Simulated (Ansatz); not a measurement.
# Cu: enthalpy against pressure

Cu, P6_3/mmc, a = 2.520 Å, c = 8.235 Å. This isn't the element's structure at ambient conditions. Ansatz: PBEsol, PAW, 420 eV, Γ-centred 18×18×6 mesh on 4 atoms, Gaussian smearing 0.10 eV; no spin polarisation. Cell and atoms are relaxed at each pressure, and no other structure is tried, so the rows at high pressure may lie past a change of phase. y is the enthalpy over the state at zero pressure; there V0 = 11.321 Å³/atom. The pressures are the targets, met within 0.02 GPa.

```
P (GPa) y (eV/atom)
   -3.0      -0.2139
    0.0       0.0000
    3.0       0.2101
    8.0       0.5529
   15.0       1.0191
   30.0            ?
   60.0       3.7565
```

Problem. Fit y = c1 P + c2 P² + c3 P³ to the other rows, say what c1 and c2 mean, and predict the missing value.

Solution. Least squares on the rows shown. y = 0.070634 P − 0.00019537 P² + 1.0268×10⁻⁶ P³. Since dH/dP = V, c1 is V0: 0.070634 eV/GPa × 160.2 = 11.316 Å³ against 11.321; c2 = −V0/(2B0) gives B0 = 181 GPa, where a Birch–Murnaghan fit to the volumes of the same runs (not shown) gives 168 GPa: a cubic over this range folds the higher terms into c2. At P = 30.0 the fit asked for gives 1.9709 eV/atom. The run gave 1.9752 eV/atom, so the fit is 0.0043 eV/atom too low, 0.11 % of the span of the series, against an rms of 0.0001 eV/atom on the fitted rows. With a term in P⁴ added, a fit to the same known rows predicts 1.9761 eV/atom, so most of the miss is curvature that the known rows already hold.

The mesh isn't the same in all rows (18×18×6, 24×24×6).